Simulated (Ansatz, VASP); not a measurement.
# One calculation of ZnS (Wurtzite-2H), two programs

The input INCAR:

```
PREC = Accurate
ENCUT = 520
EDIFF = 1E-6
ISMEAR = -1
SIGMA = 0.05
LREAL = F
LASPH = T
NELM = 80
ALGO = Normal
ISIF = 2
LWAVE = F
LCHARG = F
GGA = CA
NBANDS = 26
```

KPOINTS

```
regular mesh
0
Gamma
  8 8 5
```

The input POSCAR:

```
ZnS
1.0
    3.8110000000      0.0000000000      0.0000000000
   -1.9055000000      3.3004228138      0.0000000000
    0.0000000000      0.0000000000      6.2340000000
Zn S
2 2
Direct
    0.6666666667      0.3333333333      0.5000000000
    0.3333333333      0.6666666667      0.0000000000
    0.6666666667      0.3333333333      0.8850000000
    0.3333333333      0.6666666667      0.3850000000
```

File input.yaml:

```yaml
crystal:
  lattice:
    - [3.811, 0.0, 0.0]
    - [-1.9055, 3.3004228138, 0.0]
    - [0.0, 0.0, 6.234]
  atoms:
    - { symbol: Zn, position: [0.6666666667, 0.3333333333, 0.5] }
    - { symbol: Zn, position: [0.3333333333, 0.6666666667, 0.0] }
    - { symbol: S, position: [0.6666666667, 0.3333333333, 0.885] }
    - { symbol: S, position: [0.3333333333, 0.6666666667, 0.385] }
kpoints:
  mp_grid: { grid: [8, 8, 5] }
scf:
  occupations: { method: fermi_dirac, width: 0.05 }
hamiltonian:
  xc: lda
  pseudopotentials: { kind: all_electron, lapw: { basis_error: 0.002 } }
output:
  forces: true
  stress: true
  eigenvalues: true
```

Alike in both runs: task single point; functional LDA; k mesh 8 × 8 × 5; occupations fermi-dirac, width 0.05 eV; no spin polarisation.

```csv
,VASP,Ansatz
version,VASP 6.6.1,Ansatz 0.2.0
potentials or method,"VASP PAW LDA potentials, release 64 (Zn, S)","all-electron LAPW, scalar-relativistic"
plane-wave cutoff (eV),520,see its input
```

```csv
,VASP,Ansatz,Ansatz less VASP
gap on the k mesh at the Fermi level (eV),2.02,1.99,-0.030
least direct gap on the mesh (eV),2.02,1.99,-0.030
pressure (GPa),-3.7,-3.9,-0.21
largest component of the traceless stress (GPa),1.03,1.00,-0.022
rms of the force components (eV/Å),0.172,0.170,-0.0016
```

Atom by atom the forces differ by 0.002 eV/Å (rms over components). Ansatz ran all-electron here, so the differences hold the error of VASP's frozen core and of both bases.
